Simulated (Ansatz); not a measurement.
Input for Ansatz (plane-wave DFT, PAW):

```yaml
crystal:
  lattice:
    - [4.9303561546, 0.0, 0.0577403752]
    - [0.0, 5.120085614, 0.0]
    - [-0.768278894, 0.0, 4.9808850281]
  atoms:
    - { symbol: Hf, position: [0.2768742516, 0.0394958659, 0.2104665988] }
    - { symbol: Hf, position: [0.7231257484, 0.5394958659, 0.2895334012] }
    - { symbol: Hf, position: [0.7231257484, 0.9605041341, 0.7895334012] }
    - { symbol: Hf, position: [0.2768742516, 0.4605041341, 0.7104665988] }
    - { symbol: O, position: [0.4433899488, 0.7613613311, 0.486939178] }
    - { symbol: O, position: [0.5566100512, 0.2613613311, 0.013060822] }
    - { symbol: O, position: [0.5566100512, 0.2386386689, 0.513060822] }
    - { symbol: O, position: [0.4433899488, 0.7386386689, 0.986939178] }
    - { symbol: O, position: [0.0881585895, 0.3676143014, 0.3137114174] }
    - { symbol: O, position: [0.9118414105, 0.8676143014, 0.1862885826] }
    - { symbol: O, position: [0.9118414105, 0.6323856986, 0.6862885826] }
    - { symbol: O, position: [0.0881585895, 0.1323856986, 0.8137114174] }
basis:
  ecutwfc: 500
kpoints:
  mp_grid: { grid: [6, 6, 6] }
hamiltonian:
  xc: r2scan
scf:
  occupations: { method: gaussian, width: 0.02 }
output:
  forces: true
  stress: true
  eigenvalues: true
  write_density: true
  write_potential: true
  elf: true
  volumetric_format: npy
relax:
  adjacent_minimum: "off"
  f_tol: 0.01
  max_steps: 30
  cell: { stress_tol: 0.1, fix: [volume] }
```

Command:
```bash
ansatz run input.yaml --threads 4 --pin off --max-ram 10240MiB --backend cpu --events-out ev --progress --plain --runs-dir out
```

Computed with Ansatz, DFT r2SCAN, scalar-relativistic, plane waves, PAW.

Abridged output:

```
Pseudopotentials: kind: paw
Pseudopotential: Hf, paw, valence charge 26, recommended cutoff 500 eV (meta_gga)
Pseudopotential: O, paw, valence charge 6, recommended cutoff 500 eV (meta_gga)
Functional definition: r2SCAN
Crystal: 12 atoms, lattice volume = 125.964 Å³
Basis set: ecut = 500 eV, 3183 PW (Γ), exchange–correlation on 144×160×160 points (64 copies of the dense FFT grid, shifted against one another)
Bands: 92, of which v1, the nominal top of the filled ones, is band 76 counted from 1 (75 counted from 0)
Symmetry: 4 space group operations
Space group: P21/c (ITA 14), of the structure as read, at distance tolerance 5.0e-5 Å
k-points: 80 of 216
Initial density: superposition of atomic densities (neutral atoms: chi_scale 0, normalization atom), corrected by the library's trained network
Initial wavefunctions: pseudopotential atomic-orbital guess
Functional: x = r2scan, c = r2scan; τ floored in thin density (d = 2e-4 eV/Å³)
SCF iter   1: F=—  HF=-67504.784964 eV  |F-HF|=—  |Δ(HF+E_count)|=         —  Δρ=1.08e-2  dr2=1.01e-1  dr2_τ=9.06e-1  ethr=1.77e-3  ⟨swp⟩=6.0  Hψ=23314  notcnv=0  defer=331
SCF iter   2: F=—  HF=-67505.046687 eV  |F-HF|=—  |Δ(HF+E_count)|=   2.62e-1  Δρ=6.05e-3  dr2=3.54e-2  dr2_τ=4.80e-3  ethr=6.62e-5  ⟨swp⟩=2.7  Hψ=15273  notcnv=0  defer=742
SCF iter   3: F=—  HF=-67505.041993 eV  |F-HF|=—  |Δ(HF+E_count)|=   4.69e-3  Δρ=3.80e-3  dr2=7.76e-3  dr2_τ=1.82e-3  ethr=2.33e-5  ⟨swp⟩=2.0  Hψ=11316  notcnv=0  defer=742
SCF iter   4: F=—  HF=-67505.042075 eV  |F-HF|=—  |Δ(HF+E_count)|=   8.12e-5  Δρ=1.04e-3  dr2=7.65e-4  dr2_τ=1.44e-4  ethr=5.10e-6  ⟨swp⟩=3.0  Hψ=12834  notcnv=0  defer=742
SCF iter   5: F=—  HF=-67505.042171 eV  |F-HF|=—  |Δ(HF+E_count)|=   9.64e-5  Δρ=1.69e-4  dr2=2.00e-5  dr2_τ=4.11e-6  ethr=5.03e-7  ⟨swp⟩=2.0  Hψ=10861  notcnv=0  defer=742
SCF iter   6: F=—  HF=-67505.042185 eV  |F-HF|=—  |Δ(HF+E_count)|=   1.42e-5  Δρ=7.28e-5  dr2=5.39e-6  dr2_τ=9.10e-7  ethr=1.32e-8  ⟨swp⟩=2.0  Hψ=11519  notcnv=0  defer=742
SCF iter   7: F=—  HF=-67505.042186 eV  |F-HF|=—  |Δ(HF+E_count)|=   3.12e-7  Δρ=1.43e-5  dr2=2.80e-7  dr2_τ=2.35e-8  ethr=3.55e-9  ⟨swp⟩=2.0  Hψ=11362  notcnv=0  defer=742
SCF iter   8: F=-67505.042186 eV  HF=-67505.042186 eV  |F-HF|=5.31e-9  |Δ(HF+E_count)|=   3.91e-8  Δρ=3.91e-6  dr2=2.31e-8  dr2_τ=1.38e-9  ethr=6.58e-11  ⟨swp⟩=13.9  Hψ=54707  notcnv=0
SCF 1 converged in 8 iterations: F = -67505.042186 eV  dr2 = 2.31e-8
relax step   1: F+E_penalty+E_count = -67505.04218568 eV  Δ(F+E_penalty+E_count) = +0.000e0 eV  max|allowed force component| = 1.574e-1 eV/Å  Δτ_max = 0.0000 Å  P = +21.384 GPa  Ω = 125.964 Å³  fix = [volume]  reactions: volume +21.384 GPa (8 SCF iters, dr2 threshold 1.00e-7 eV, accepted)
Initial density: handed on by an earlier stage of this run
Initial wavefunctions: those handed on with the density
SCF iter   1: F=—  HF=-67505.071179 eV  |F-HF|=—  |Δ(HF+E_count)|=         —  Δρ=3.59e-3  dr2=7.76e-3  dr2_τ=2.57e-1  ethr=5.32e-6  ⟨swp⟩=3.4  Hψ=33252  notcnv=0
SCF iter   2: F=—  HF=-67505.071473 eV  |F-HF|=—  |Δ(HF+E_count)|=   2.94e-4  Δρ=1.87e-3  dr2=2.57e-3  dr2_τ=2.69e-4  ethr=5.11e-6  ⟨swp⟩=2.0  Hψ=14404  notcnv=0
SCF iter   3: F=—  HF=-67505.071362 eV  |F-HF|=—  |Δ(HF+E_count)|=   1.11e-4  Δρ=4.87e-4  dr2=1.84e-4  dr2_τ=4.17e-5  ethr=1.69e-6  ⟨swp⟩=2.0  Hψ=10553  notcnv=0
SCF iter   4: F=—  HF=-67505.071538 eV  |F-HF|=—  |Δ(HF+E_count)|=   1.76e-4  Δρ=2.22e-4  dr2=3.60e-5  dr2_τ=8.69e-6  ethr=1.21e-7  ⟨swp⟩=2.0  Hψ=13440  notcnv=0
SCF iter   5: F=—  HF=-67505.071542 eV  |F-HF|=—  |Δ(HF+E_count)|=   3.67e-6  Δρ=1.20e-4  dr2=9.08e-6  dr2_τ=1.23e-6  ethr=2.37e-8  ⟨swp⟩=2.0  Hψ=13440  notcnv=0
SCF iter   6: F=-67505.071550 eV  HF=-67505.071550 eV  |F-HF|=2.30e-7  |Δ(HF+E_count)|=   8.06e-6  Δρ=3.37e-5  dr2=8.38e-7  dr2_τ=1.04e-7  ethr=7.89e-10  ⟨swp⟩=9.0  Hψ=59780  notcnv=0
SCF 2 converged in 6 iterations: F = -67505.071550 eV  dr2 = 8.38e-7
relax step   2: F+E_penalty+E_count = -67505.07155029 eV  Δ(F+E_penalty+E_count) = -2.936e-2 eV  max|allowed force component| = 1.148e-1 eV/Å  Δτ_max = 0.0334 Å  P = +19.521 GPa  Ω = 125.964 Å³  energy of the carried Pulay correction = +5.105e-17 eV  fix = [volume]  reactions: volume +19.521 GPa (6 SCF iters, dr2 threshold 1.20e-6 eV, accepted)
Basis set: ecut = 500 eV, 3179 PW (Γ), exchange–correlation on 144×160×160 points (64 copies of the dense FFT grid, shifted against one another)
SCF iter   1: F=—  HF=-67505.100120 eV  |F-HF|=—  |Δ(HF+E_count)|=         —  Δρ=4.44e-3  dr2=1.20e-2  dr2_τ=4.62e-1  ethr=8.06e-6  ⟨swp⟩=3.6  Hψ=29896  notcnv=0
SCF iter   2: F=—  HF=-67505.091347 eV  |F-HF|=—  |Δ(HF+E_count)|=   8.77e-3  Δρ=2.32e-3  dr2=4.10e-3  dr2_τ=4.11e-4  ethr=7.90e-6  ⟨swp⟩=2.2  Hψ=14436  notcnv=0  defer=8
SCF iter   3: F=—  HF=-67505.091285 eV  |F-HF|=—  |Δ(HF+E_count)|=   6.24e-5  Δρ=7.75e-4  dr2=5.16e-4  dr2_τ=9.83e-5  ethr=2.70e-6  ⟨swp⟩=2.0  Hψ=13095  notcnv=0  defer=8
SCF iter   4: F=—  HF=-67505.091414 eV  |F-HF|=—  |Δ(HF+E_count)|=   1.29e-4  Δρ=3.13e-4  dr2=6.87e-5  dr2_τ=1.54e-5  ethr=3.40e-7  ⟨swp⟩=2.0  Hψ=11886  notcnv=0  defer=8
SCF iter   5: F=—  HF=-67505.091486 eV  |F-HF|=—  |Δ(HF+E_count)|=   7.20e-5  Δρ=1.57e-4  dr2=1.63e-5  dr2_τ=1.97e-6  ethr=4.52e-8  ⟨swp⟩=2.0  Hψ=11844  notcnv=0  defer=8
SCF iter   6: F=—  HF=-67505.091501 eV  |F-HF|=—  |Δ(HF+E_count)|=   1.53e-5  Δρ=7.31e-5  dr2=3.87e-6  dr2_τ=7.22e-7  ethr=1.07e-8  ⟨swp⟩=2.0  Hψ=13416  notcnv=0  defer=8
SCF iter   7: F=-67505.091502 eV  HF=-67505.091502 eV  |F-HF|=8.45e-8  |Δ(HF+E_count)|=   1.35e-6  Δρ=1.51e-5  dr2=1.92e-7  dr2_τ=2.97e-8  ethr=5.48e-10  ⟨swp⟩=9.0  Hψ=58081  notcnv=0
SCF 3 converged in 7 iterations: F = -67505.091502 eV  dr2 = 1.92e-7
relax step   3: F+E_penalty+E_count = -67505.09150227 eV  Δ(F+E_penalty+E_count) = -1.995e-2 eV  max|allowed force component| = 1.324e-1 eV/Å  Δτ_max = 0.0506 Å  P = +17.437 GPa  Ω = 125.964 Å³  energy of the carried Pulay correction = -1.276e-17 eV  fix = [volume]  reactions: volume +17.437 GPa (7 SCF iters, dr2 threshold 8.34e-7 eV, accepted)
Basis set: ecut = 500 eV, 3187 PW (Γ), exchange–correlation on 144×160×160 points (64 copies of the dense FFT grid, shifted against one another)
SCF iter   1: F=—  HF=-67504.978165 eV  |F-HF|=—  |Δ(HF+E_count)|=         —  Δρ=7.34e-3  dr2=3.84e-2  dr2_τ=4.87e-1  ethr=2.69e-5  ⟨swp⟩=3.6  Hψ=31893  notcnv=0
SCF iter   2: F=—  HF=-67505.076755 eV  |F-HF|=—  |Δ(HF+E_count)|=   9.86e-2  Δρ=3.74e-3  dr2=8.68e-3  dr2_τ=9.81e-4  ethr=2.52e-5  ⟨swp⟩=3.1  Hψ=15991  notcnv=0
SCF iter   3: F=—  HF=-67505.075288 eV  |F-HF|=—  |Δ(HF+E_count)|=   1.47e-3  Δρ=7.56e-4  dr2=4.45e-4  dr2_τ=6.86e-5  ethr=5.71e-6  ⟨swp⟩=2.9  Hψ=13271  notcnv=0
SCF iter   4: F=—  HF=-67505.075449 eV  |F-HF|=—  |Δ(HF+E_count)|=   1.61e-4  Δρ=3.06e-4  dr2=8.50e-5  dr2_τ=1.71e-5  ethr=2.93e-7  ⟨swp⟩=2.0  Hψ=12284  notcnv=0
SCF iter   5: F=—  HF=-67505.075449 eV  |F-HF|=—  |Δ(HF+E_count)|=   1.26e-7  Δρ=1.03e-4  dr2=1.09e-5  dr2_τ=1.54e-6  ethr=5.59e-8  ⟨swp⟩=2.0  Hψ=12394  notcnv=0
SCF iter   6: F=—  HF=-67505.075447 eV  |F-HF|=—  |Δ(HF+E_count)|=   1.64e-6  Δρ=5.08e-5  dr2=2.48e-6  dr2_τ=2.54e-7  ethr=7.20e-9  ⟨swp⟩=2.0  Hψ=13434  notcnv=0
SCF iter   7: F=-67505.075448 eV  HF=-67505.075448 eV  |F-HF|=7.31e-8  |Δ(HF+E_count)|=   1.52e-7  Δρ=1.82e-5  dr2=3.97e-7  dr2_τ=3.21e-8  ethr=7.20e-10  ⟨swp⟩=11.1  Hψ=69040  notcnv=0
SCF 4 converged in 7 iterations: F = -67505.075448 eV  dr2 = 3.97e-7
relax step   4: F+E_penalty+E_count = -67505.07544768 eV  Δ(F+E_penalty+E_count) = +1.605e-2 eV  max|allowed force component| = 4.304e-1 eV/Å  Δτ_max = 0.0302 Å  P = +16.536 GPa  Ω = 125.964 Å³  energy of the carried Pulay correction = +2.552e-17 eV  fix = [volume]  (7 SCF iters, dr2 threshold 1.10e-6 eV, rejected (line search))
SCF iter   1: F=—  HF=-67505.056213 eV  |F-HF|=—  |Δ(HF+E_count)|=         —  Δρ=4.64e-3  dr2=1.40e-2  dr2_τ=1.66e-1  ethr=9.95e-6  ⟨swp⟩=4.4  Hψ=29881  notcnv=0  defer=1
SCF iter   2: F=—  HF=-67505.098749 eV  |F-HF|=—  |Δ(HF+E_count)|=   4.25e-2  Δρ=2.33e-3  dr2=3.04e-3  dr2_τ=3.99e-4  ethr=9.21e-6  ⟨swp⟩=2.7  Hψ=14854  notcnv=0  defer=1
SCF iter   3: F=—  HF=-67505.098277 eV  |F-HF|=—  |Δ(HF+E_count)|=   4.72e-4  Δρ=4.37e-4  dr2=1.51e-4  dr2_τ=1.77e-5  ethr=2.00e-6  ⟨swp⟩=2.1  Hψ=13768  notcnv=0  defer=12
SCF iter   4: F=—  HF=-67505.098335 eV  |F-HF|=—  |Δ(HF+E_count)|=   5.80e-5  Δρ=1.44e-4  dr2=2.10e-5  dr2_τ=3.45e-6  ethr=9.92e-8  ⟨swp⟩=2.0  Hψ=13428  notcnv=0  defer=12
SCF iter   5: F=—  HF=-67505.098329 eV  |F-HF|=—  |Δ(HF+E_count)|=   5.53e-6  Δρ=6.67e-5  dr2=5.03e-6  dr2_τ=6.19e-7  ethr=1.38e-8  ⟨swp⟩=2.0  Hψ=13428  notcnv=0  defer=12
SCF iter   6: F=—  HF=-67505.098327 eV  |F-HF|=—  |Δ(HF+E_count)|=   2.44e-6  Δρ=2.59e-5  dr2=9.96e-7  dr2_τ=5.56e-8  ethr=3.31e-9  ⟨swp⟩=2.0  Hψ=11999  notcnv=0  defer=12
SCF iter   7: F=—  HF=-67505.098327 eV  |F-HF|=—  |Δ(HF+E_count)|=   1.78e-7  Δρ=1.40e-5  dr2=1.88e-7  dr2_τ=2.77e-8  ethr=6.55e-10  ⟨swp⟩=2.0  Hψ=12319  notcnv=0  defer=12
SCF iter   8: F=—  HF=-67505.098327 eV  |F-HF|=—  |Δ(HF+E_count)|=   2.03e-8  Δρ=2.26e-6  dr2=6.30e-9  dr2_τ=6.12e-10  ethr=1.24e-10  ⟨swp⟩=2.0  Hψ=12148  notcnv=0  defer=12
SCF iter   9: F=-67505.098327 eV  HF=-67505.098327 eV  |F-HF|=4.37e-11  |Δ(HF+E_count)|=   2.91e-9  Δρ=6.94e-7  dr2=4.32e-10  dr2_τ=7.92e-11  ethr=1.00e-12  ⟨swp⟩=6.8  Hψ=47394  notcnv=0
SCF 5 converged in 9 iterations: F = -67505.098327 eV  dr2 = 4.32e-10
relax step   5: F+E_penalty+E_count = -67505.09832680 eV  Δ(F+E_penalty+E_count) = -6.825e-3 eV  max|allowed force component| = 7.127e-2 eV/Å  Δτ_max = 0.0147 Å  P = +16.948 GPa  Ω = 125.964 Å³  energy of the carried Pulay correction = +2.552e-17 eV  fix = [volume]  reactions: volume +16.948 GPa (9 SCF iters, accepted)
SCF iter   1: F=—  HF=-67505.098450 eV  |F-HF|=—  |Δ(HF+E_count)|=         —  Δρ=4.22e-4  dr2=1.06e-4  dr2_τ=2.88e-3  ethr=7.22e-8  ⟨swp⟩=3.1  Hψ=29302  notcnv=0  defer=1
SCF iter   2: F=—  HF=-67505.098747 eV  |F-HF|=—  |Δ(HF+E_count)|=   2.97e-4  Δρ=2.30e-4  dr2=4.03e-5  dr2_τ=3.54e-6  ethr=7.00e-8  ⟨swp⟩=2.0  Hψ=13556  notcnv=0
SCF iter   3: F=—  HF=-67505.098745 eV  |F-HF|=—  |Δ(HF+E_count)|=   1.50e-6  Δρ=5.74e-5  dr2=2.88e-6  dr2_τ=6.69e-7  ethr=2.65e-8  ⟨swp⟩=2.0  Hψ=9822  notcnv=0
SCF iter   4: F=—  HF=-67505.098748 eV  |F-HF|=—  |Δ(HF+E_count)|=   2.30e-6  Δρ=2.91e-5  dr2=5.98e-7  dr2_τ=9.89e-8  ethr=1.89e-9  ⟨swp⟩=2.0  Hψ=13440  notcnv=0
SCF iter   5: F=-67505.098748 eV  HF=-67505.098748 eV  |F-HF|=8.06e-8  |Δ(HF+E_count)|=   5.64e-8  Δρ=1.73e-5  dr2=1.91e-7  dr2_τ=2.19e-8  ethr=2.09e-10  ⟨swp⟩=12.8  Hψ=65822  notcnv=0
SCF 6 converged in 5 iterations: F = -67505.098748 eV  dr2 = 1.91e-7
relax step   6: F+E_penalty+E_count = -67505.09874769 eV  Δ(F+E_penalty+E_count) = -4.209e-4 eV  max|allowed force component| = 6.543e-3 eV/Å  Δτ_max = 0.0030 Å  P = +16.859 GPa  Ω = 125.964 Å³  energy of the carried Pulay correction = +5.105e-17 eV  fix = [volume]  reactions: volume +16.859 GPa (5 SCF iters, dr2 threshold 3.17e-7 eV, accepted)
Initial wavefunctions: pseudopotential atomic-orbital guess (no wavefunctions were taken with the density)
SCF iter   1: F=—  HF=-67505.098666 eV  |F-HF|=—  |Δ(HF+E_count)|=         —  Δρ=1.15e-4  dr2=7.09e-7  dr2_τ=1.56e-6  ethr=4.44e-8  ⟨swp⟩=4.0  Hψ=46695  notcnv=0
SCF iter   2: F=—  HF=-67505.098706 eV  |F-HF|=—  |Δ(HF+E_count)|=   3.95e-5  Δρ=5.88e-5  dr2=2.18e-7  dr2_τ=1.82e-6  ethr=4.66e-10  ⟨swp⟩=2.0  Hψ=13350  notcnv=0
SCF iter   3: F=—  HF=-67505.098717 eV  |F-HF|=—  |Δ(HF+E_count)|=   1.18e-5  Δρ=6.06e-6  dr2=1.92e-8  dr2_τ=1.44e-8  ethr=1.44e-10  ⟨swp⟩=2.0  Hψ=12160  notcnv=0
SCF iter   4: F=—  HF=-67505.098717 eV  |F-HF|=—  |Δ(HF+E_count)|=   3.39e-8  Δρ=2.99e-6  dr2=5.04e-9  dr2_τ=3.36e-9  ethr=1.26e-11  ⟨swp⟩=2.0  Hψ=13440  notcnv=0
SCF iter   5: F=-67505.098717 eV  HF=-67505.098717 eV  |F-HF|=5.82e-11  |Δ(HF+E_count)|=   2.25e-8  Δρ=6.20e-7  dr2=3.32e-10  dr2_τ=1.36e-10  ethr=1.00e-12  ⟨swp⟩=5.1  Hψ=44199  notcnv=0
SCF 7 converged in 5 iterations: F = -67505.098717 eV  dr2 = 3.32e-10
SCF converged after 5 iterations
Free energy (F): -67505.098717 eV
Harris-Foulkes:  -67505.098717 eV  (|F-HF|=5.82e-11)
Internal energy: -67505.098717 eV  (E = F + TS)
E sigma→0 (E₀):  -67505.098717 eV
Fermi energy:    18.057324 eV
--- Per-component energies (eV) ---
  E_band       = 198.493557
  E_kinetic    = 3123.566807
  E_local      = -23126.400067  (includes V_loc(G=0)·N_el)
  E_nonlocal   = -4605.069740
  E_hartree    = 10670.327266
  E_xc         = -1730.626297
  E_vxc        = -2030.304682  (∫ρ·V_xc dr)
  E_paw        = -29093.596436  (= ΣΔE_a)
  E_vpaw       = 5385.320498  (= ΣTr[D̂ρ^β])
  E_aug_tail   = 0.008628  (compensation charges beyond the density's cutoff)
  E_vtau       = 110.717490  (kinetic-family band-sum trace: ∫τ·v_τ [+ j·A + Jᵃ·Aᵃ] dr)
  E_ewald      = -22744.339438
  E_core_change = 1.030560  (= ΣΔE_core)
  E_smearing   =  0.000000  (= −TS)
--- Forces (eV/Å), atoms counted from 1 ---
  atom   1  Hf    -0.00638858     0.00573968     0.00481212
  atom   2  Hf     0.00638858     0.00573968    -0.00481212
  atom   3  Hf     0.00638858    -0.00573968    -0.00481212
  atom   4  Hf    -0.00638858    -0.00573968     0.00481212
  atom   5  O      0.00274436    -0.00068460     0.00313106
  atom   6  O     -0.00274436    -0.00068460    -0.00313106
  atom   7  O     -0.00274436     0.00068460    -0.00313106
  atom   8  O      0.00274436     0.00068460     0.00313106
  atom   9  O      0.00027960    -0.00196330     0.00100442
  atom  10  O     -0.00027960    -0.00196330    -0.00100442
  atom  11  O     -0.00027960     0.00196330    -0.00100442
  atom  12  O      0.00027960     0.00196330     0.00100442
--- Stress (GPa, compression-positive) ---
       16.833860       0.000000       0.008015
        0.000000      16.878667       0.000000
        0.008021       0.000000      16.860526
  P = ⅓ Tr σ = 16.8577 GPa (168.577 kbar)
--- Band table (eV; the first three rows and the last of 80) ---
  k-point 0: bands = ["-46.0078", "-45.9780", "-45.9713", "-45.9694", "-14.6232", "-14.5795", "-14.5769", "-14.2409", "-14.2072", "-14.1319", "-14.1316", "-14.0568", "-14.0202", "-13.9984", "-13.9263", "-13.8819", "-3.8847", "-2.5262", "-2.2377", "-2.0320", "-1.6221", "-1.5412", "-1.2601", "-1.1215", "5.6454", "5.6591", "5.6650", "5.6668", "5.6679", "5.6751", "5.6856", "5.6879", "5.6884", "5.6891", "5.6916", "5.6933", "5.6989", "5.7000", "5.7139", "5.7181", "5.7189", "5.7205", "5.7236", "5.7245", "5.7267", "5.7391", "5.7412", "5.7480", "5.7579", "5.7735", "5.7793", "5.7921", "9.8900", "10.0017", "10.6069", "10.7650", "10.8538", "11.3268", "12.0401", "12.1734", "12.2241", "12.5254", "12.7163" ...
  k-point 1: bands = ["-46.0054", "-45.9788", "-45.9715", "-45.9707", "-14.6024", "-14.5533", "-14.5421", "-14.2757", "-14.2208", "-14.1306", "-14.1281", "-14.0654", "-14.0233", "-13.9984", "-13.9333", "-13.9197", "-3.7514", "-2.4947", "-2.2467", "-2.1011", "-1.6340", "-1.5383", "-1.3160", "-1.1334", "5.6450", "5.6531", "5.6616", "5.6664", "5.6687", "5.6786", "5.6837", "5.6854", "5.6868", "5.6902", "5.6926", "5.6944", "5.6990", "5.7062", "5.7113", "5.7135", "5.7199", "5.7234", "5.7240", "5.7249", "5.7255", "5.7300", "5.7474", "5.7535", "5.7606", "5.7739", "5.7786", "5.7864", "10.0017", "10.0341", "10.8296", "10.8671", "10.9140", "11.3631", "11.9953", "12.0376", "12.2503", "12.3311", "12.8529 ...
  k-point 2: bands = ["-45.9991", "-45.9829", "-45.9724", "-45.9720", "-14.5376", "-14.4914", "-14.4542", "-14.3232", "-14.3096", "-14.1445", "-14.1002", "-14.0879", "-14.0452", "-14.0020", "-13.9819", "-13.9519", "-3.3889", "-2.4164", "-2.4142", "-2.2640", "-1.6025", "-1.4769", "-1.4325", "-1.2006", "5.6423", "5.6450", "5.6612", "5.6625", "5.6675", "5.6807", "5.6832", "5.6840", "5.6882", "5.6898", "5.6951", "5.6973", "5.6984", "5.7021", "5.7084", "5.7123", "5.7185", "5.7203", "5.7239", "5.7250", "5.7339", "5.7365", "5.7457", "5.7562", "5.7664", "5.7744", "5.7758", "5.7762", "10.0816", "10.3965", "10.8017", "11.1729", "11.4622", "11.6094", "11.6593", "11.8484", "12.0432", "12.4921", "12.7979 ...
  k-point 79: bands = ["-45.9845", "-45.9845", "-45.9787", "-45.9787", "-14.6137", "-14.6137", "-14.5765", "-14.5765", "-14.0682", "-14.0682", "-14.0120", "-14.0120", "-14.0111", "-14.0111", "-13.9312", "-13.9312", "-2.8156", "-2.8156", "-2.4840", "-2.4840", "-1.4298", "-1.4298", "-1.3130", "-1.3130", "5.6493", "5.6493", "5.6653", "5.6653", "5.6765", "5.6765", "5.6766", "5.6766", "5.6973", "5.6973", "5.6983", "5.6983", "5.7035", "5.7035", "5.7111", "5.7111", "5.7189", "5.7189", "5.7200", "5.7200", "5.7299", "5.7299", "5.7463", "5.7463", "5.7480", "5.7480", "5.7666", "5.7666", "10.6481", "10.6481", "10.8940", "10.8940", "11.4301", "11.4301", "11.9285", "11.9285", "12.4692", "12.4692", "12.523 ...
--- Relaxed structure (6 steps of the walk, 5 accepted, 1 SCFs on fresh bases) ---
  F+E_penalty+E_count = -67505.09871746 eV   max|allowed force component| = 6.389e-3 eV/Å   (the final SCF, on the basis selected at the relaxed cell)
  cell:  # Å, volume = 125.9638 Å³
    - [4.92376998, 0.0, 0.10306317]
    - [0.0, 5.16586896, 0.0]
    - [-0.72095350, 0.0, 4.93718347]
  atoms:
    - { symbol: Hf, position: [0.27598643, 0.03811203, 0.21331840] }
    - { symbol: Hf, position: [0.72401356, 0.53811203, 0.28668159] }
    - { symbol: Hf, position: [0.72401356, 0.96188796, 0.78668159] }
    - { symbol: Hf, position: [0.27598643, 0.46188796, 0.71331840] }
    - { symbol: O, position: [0.44242132, 0.76206258, 0.49004955] }
    - { symbol: O, position: [0.55757867, 0.26206258, 0.00995044] }
    - { symbol: O, position: [0.55757867, 0.23793741, 0.50995044] }
    - { symbol: O, position: [0.44242132, 0.73793741, 0.99004955] }
    - { symbol: O, position: [0.09591585, 0.38006660, 0.30128072] }
    - { symbol: O, position: [0.90408414, 0.88006660, 0.19871927] }
    - { symbol: O, position: [0.90408414, 0.61993339, 0.69871927] }
    - { symbol: O, position: [0.09591585, 0.11993339, 0.80128072] }
```

The relaxation met its thresholds.

The run took 3.3 min on 4 threads of Oxide Virtual Turin-like Processor (Zen 5) (shared host), peak memory 1.4 GiB.

Spin–orbit coupling is left out, which can shift energies with elements as heavy as these.